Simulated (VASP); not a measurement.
Ge in VASP 6.6.1, single-point calculation

INCAR

```
ISIF = 2
LWAVE = .FALSE.
LCHARG = .FALSE.
IBRION = -1
LASPH = .TRUE.
TIME = 0.2
SIGMA = 0.02
PREC = Accurate
GGA = PE
ENCUT = 520
NSW = 0
EDIFF = 1E-7
LREAL = .FALSE.
NBANDS = 21
ALGO = Damped
ISMEAR = -1
NELM = 120
```

KPOINTS

```
KPOINTS created by Atomic Simulation Environment
0
Gamma
8 8 8
0 0 0
```

POSCAR

```
Ge
 1.0000000000000000
     0.0000000000000000    2.9219797175000002    2.9219797175000002
     2.9219797175000002    0.0000000000000000    2.9219797175000002
     2.9219797175000002    2.9219797175000002    0.0000000000000000
 Ge
   2
Cartesian
  0.0000000000000000  0.0000000000000000  0.0000000000000000
  1.4609898587500001  1.4609898587500001  1.4609898587500001
```

The recommended PBE PAW datasets give the neutral cell 28 valence electrons.

Command

```
mpirun -np 1 vasp_std
```

How does this run end, and what does it give?

It converged. Results: gap between bands v and c on the k mesh -0.09 eV (bands overlap: a metal); least direct gap on the k mesh 0.00 eV; pressure -2.3 GPa. Band v is the last that the valence electrons fill when counted band by band, and c is the next.

OSZICAR

```
N       E                     dE             d eps       ncg     rms           ort
DAV:   1     0.243906424955E+03    0.24391E+03   -0.12713E+04   609   0.387E+03
DAV:   2     0.660679987672E+02   -0.17784E+03   -0.17345E+03   609   0.633E+02
DAV:   3     0.622864692050E+01   -0.59839E+02   -0.58105E+02   609   0.213E+02
DAV:   4    -0.653268675824E+01   -0.12761E+02   -0.12518E+02   609   0.117E+02
DAV:   5    -0.888085800976E+01   -0.23482E+01   -0.23213E+01   609   0.473E+01
SDA:   6    -0.881969622985E+01    0.61162E-01   -0.88885E-01   609   0.444E+00   0.000E+00
DMP:   7    -0.889596123941E+01   -0.76265E-01   -0.79999E-01   609   0.235E+00   0.318E+00
DMP:   8    -0.895854251569E+01   -0.62581E-01   -0.41292E-01   609   0.902E-01   0.224E+00
DMP:   9    -0.898877447398E+01   -0.30232E-01   -0.16530E-01   609   0.349E-01   0.920E-01
DMP:  10    -0.900029905113E+01   -0.11525E-01   -0.63673E-02   609   0.170E-01   0.286E-01
...
DMP:  21    -0.901088600856E+01   -0.82566E-05   -0.56725E-05   609   0.166E-04   0.227E-04
DMP:  22    -0.901088977010E+01   -0.37615E-05   -0.26998E-05   609   0.842E-05   0.978E-05
DMP:  23    -0.901089150622E+01   -0.17361E-05   -0.12353E-05   609   0.407E-05   0.405E-05
DMP:  24    -0.901089227096E+01   -0.76474E-06   -0.56046E-06   609   0.206E-05   0.143E-05
DMP:  25    -0.901089262654E+01   -0.35558E-06   -0.31286E-06   609   0.124E-05   0.628E-06
DMP:  26    -0.901089285054E+01   -0.22400E-06   -0.20931E-06   609   0.764E-06   0.543E-06
DMP:  27    -0.901089301263E+01   -0.16209E-06   -0.13428E-06   609   0.427E-06   0.471E-06
DMP:  28    -0.901089311819E+01   -0.10556E-06   -0.77633E-07   609   0.222E-06   0.320E-06
DMP:  29    -0.901089317924E+01   -0.61042E-07   -0.42060E-07   609   0.115E-06   0.184E-06
   1 F= -.90108932E+01 E0= -.90107738E+01  d E =-.238752E-03
```

For comparison, a separate PBE run of the intended cell, on usual settings and not on those above, gives a gap of -0.09 eV on its mesh and a pressure of -2.3 GPa.
